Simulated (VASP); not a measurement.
# Li: on-the-fly training of a machine-learned force field

Li, Im-3m (no. 229), 16 atoms in the cell. PBE, machine-learned force field (on-the-fly training); PAW potentials Li (PBE set).

Atoms in the training cell: 16; Target temperature (K): 300; Ensemble of the training: NpT, Langevin, temperature ramp.

## Input

INCAR:
```
SYSTEM = Li
ALGO = Normal
EDIFF = 1E-6
ENCUT = 200
GGA = PE
IBRION = 0
ISIF = 3
ISMEAR = 1
ISYM = 0
KPAR = 8
LANGEVIN_GAMMA = 10
LANGEVIN_GAMMA_L = 5
LASPH = .True.
LCHARG = .False.
LREAL = Auto
LWAVE = .False.
MDALGO = 3
ML_LMLFF = .True.
ML_MB = 1200
ML_MCONF = 600
ML_MODE = train
NELM = 80
NELMIN = 4
NSW = 6000
NWRITE = 0
PMASS = 100
POTIM = 1.5
PREC = Normal
RANDOM_SEED = 199401 0 0
SIGMA = 0.15
TEBEG = 90
TEEND = 390
```

KPOINTS:
```
k-points
0
Monkhorst-Pack
  4 4 4
```

POSCAR:
```
Li
1.0
    7.018600000000      0.000000000000      0.000000000000
    0.000000000000      7.018600000000      0.000000000000
    0.000000000000      0.000000000000      7.018600000000
Li
16
Direct
   -0.006855481936     -0.011321565517     -0.002123172331
    0.503594265848      0.009711736236      0.000937848568
   -0.004724423565      0.493291137646      0.006400813017
    0.013975291736      0.002331822094      0.489456626700
    0.241808065380      0.263678104656      0.251734383842
    0.485192475630      0.499284505233     -0.009944085488
    0.494620396426     -0.004171821930      0.493902088408
    0.754730673955      0.249460696105      0.244961121095
    0.003501876385      0.507094195199      0.485954264058
    0.247805287724      0.741615871917      0.248519745606
    0.238977128657      0.250176876249      0.749676125657
    0.497398303785      0.491041576624      0.496613082406
    0.740670541974      0.738414708806      0.251921628807
    0.740516485300      0.260004525984      0.756125902509
    0.232921237633      0.752326351718      0.740581740282
    0.750282596702      0.750372997400      0.733001483587
```

Commands:
```
cat potpaw_PBE.64/Li/POTCAR > POTCAR
# POSCAR: the crystal's sites, moved at random by about 0.06 A along each axis
mpirun -np 8 vasp_std > vasp.out
cp ML_ABN ../ML_AB.train
cp ML_FFN ../ML_FF.train
```

## Result

- MD steps with a DFT calculation: 258
- MD steps: 6000
- Force error on the training data while learning (meV/Å): 9.8
- Energy error on the training data while learning (meV/atom): 1.484
- Last threshold of the force error (eV/Å): 0.0102

Errors on the training data as learning went on:

| MD step | Energy (meV/atom) | Forces (meV/Å) | Stress (kbar) |
|---|---|---|---|
| 1 | 0.056 | 0.9 | 23.82 |
| 139 | 0.088 | 4.3 | 0.14 |
| 177 | 0.092 | 5.5 | 0.24 |
| 451 | 0.140 | 5.6 | 0.42 |
| 821 | 0.380 | 7.5 | 0.78 |
| 1286 | 0.501 | 8.5 | 0.86 |
| 1624 | 1.285 | 8.7 | 1.17 |
| 2110 | 1.192 | 8.6 | 1.20 |
| 2609 | 1.291 | 8.9 | 1.22 |
| 3005 | 1.364 | 9.1 | 1.21 |
| 4080 | 1.465 | 9.6 | 1.23 |
| 4499 | 1.488 | 9.6 | 1.21 |
| 5385 | 1.490 | 9.8 | 1.19 |
| 6000 | 1.484 | 9.8 | 1.20 |

DFT calculations in each fifth of the run: 83, 63, 48, 36, 28.

ML_LOGFILE:
```
ML_LOGFILE 0.2.5

* MEMORY INFORMATION ********************

Estimated memory consumption for ML force field generation (MB):

Persistent allocations for force field  :     57.1
|
|-- CMAT for basis  :      6.6
|-- SINV for basis  :      3.3
|-- FMAT for basis  :     42.3
|-- DESC for basis  :      0.4
|-- DESC product matrix  :      1.6

Persistent allocations for ab initio data     :      1.0
|
|-- Ab initio data  :      0.9
|-- Ab initio data (new)  :      0.0

Temporary allocations for sparsification  :     44.0
|
|-- SVD matrices  :     43.9

Other temporary allocations  :     15.0
|
|-- Descriptors  :      5.6
|-- Regression  :      3.5
|-- Prediction  :      5.9

Total memory consumption  :    118.7

********************

* MACHINE LEARNING SETTINGS ********************

General settings
------------------------------------------------------------
Machine learning operation mode in strings (supertag)  :         train (I) ML_MODE
Machine learning operation mode  :             0     ML_ISTART
Machine learning force field type  :        kernel     ML_TYPE
Controls the verbosity of the output at each MD step when machine learning is used  :             1     ML_OUTPUT_MODE
[... 401 lines left out ...]

Program part                                         system clock (sec)       cpu time (sec)
---------------------------------------------------|--------------------|-------------------
Setup (file I/O, parameters,...)                   |              0.088 |              0.087
Descriptor and design matrix                       |              9.172 |              9.159
Sparsification of configurations                   |              1.402 |              1.402
Regression                                         |              1.342 |              1.341
Prediction                                         |             14.978 |             14.924
---------------------------------------------------|--------------------|-------------------
TOTAL                                              |             26.982 |             26.913

********************
```

Limits: These errors are on the data that the field was fitted to, not on fresh structures; the cell changed its shape by 17 % in training, so part of the data may belong to another structure.

VASP 6.6.1 took 406 s on 8 cores (AMD EPYC 9R45 (Zen 5)), a shared host.
